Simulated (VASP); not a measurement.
Wanted: the native input for a VASP 6.6.1 run.

```yaml
Task: relaxation of cell and atoms
Functional: rev-vdW-DF2
Potentials_or_basis: VASP PAW PBE potentials, release 64 (In_d, Se)
Cutoff: 600 eV
k_mesh: 8 × 8 × 8
Occupations: gaussian, width 0.03 eV
Spin: no spin polarisation
Further_INCAR_settings: ALGO = Normal; EDIFF = 1e-06; IBRION = 2; EDIFFG = -0.01; NSW = 90; ISIF = 3
```

The structure of InSe lies in POSCAR:

```
InSe
1.0
    2.0000000000      1.1547005384      8.4400000000
   -2.0000000000      1.1547005384      8.4400000000
    0.0000000000     -2.3094010768      8.4400000000
In Se
2 2
Direct
    0.0000000000      0.0000000000      0.0000000000
    0.1114000000      0.1114000000      0.1114000000
    0.6165000000      0.6165000000      0.6165000000
    0.8281000000      0.8281000000      0.8281000000
```

These files were run (other wordings do the same):

INCAR

```
SYSTEM = InSe
PREC = Accurate
ENCUT = 600
EDIFF = 1E-6
ISMEAR = 0
SIGMA = 0.03
LREAL = .False.
LASPH = .True.
NELM = 80
ALGO = Normal
ISIF = 3
LWAVE = .False.
LCHARG = .False.
GGA = MK
LUSE_VDW = .True.
AGGAC = 0.0
PARAM1 = 0.1234
PARAM2 = 0.711357
ZAB_VDW = -1.8867
IBRION = 2
NSW = 90
EDIFFG = -0.01
KPAR = 2
```

KPOINTS

```
Automatic mesh
0
Gamma
  8 8 8
  0 0 0
```

Potentials or basis: VASP PAW PBE potentials, release 64 (In_d, Se).

Launch:

```console
$ cat potpaw_PBE.64/In_d/POTCAR potpaw_PBE.64/Se/POTCAR > POTCAR
$ mpirun -np 2 vasp_std > vasp.out
```

Results of the run:

```
Relaxed volume                         : 29.89 Å³/atom
Relaxed cell                           : a = 8.700 Å, b = 8.700 Å, c = 8.700 Å, α = 26.98°, β = 26.98°, γ = 26.98°
Space group after relaxing (to 0.05 Å) : R3m (No. 160)
Energy gained by relaxing              : 7.4 meV/atom
Ionic steps                            : 15
Pressure after relaxing                : 0.0 GPa
Band gap on the k mesh                 : 0.15 eV, direct
```

Caveat: the PAW data sets were made with another functional, which shifts forces and pressure a little; spin-orbit coupling is left out, which moves the levels of the heavy elements.

It took 74 min on 2 MPI ranks on Intel(R) Xeon(R) 6975P-C (Granite Rapids), with other jobs on the host, peak memory 2.4 GiB a rank.
